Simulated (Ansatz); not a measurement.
Structure types of Mn were relaxed at one common pressure (all-electron LAPW in Ansatz 0.2.0 under PBE, scalar-relativistic, ferromagnetic start, though the moments died away, zero temperature). They take these volumes:

| type | space group | V (Å³/atom) |
| --- | --- | --- |
| hcp | P6_3/mmc | 4.62 |
| omega | P6/mmm | 4.65 |
| diamond | Fd-3m | 5.36 |

**Question.** At about which pressure, and is the densest type also the lowest in enthalpy?

**Answer.** 1300 GPa. The densest is hcp, and it is also the lowest in enthalpy among these.
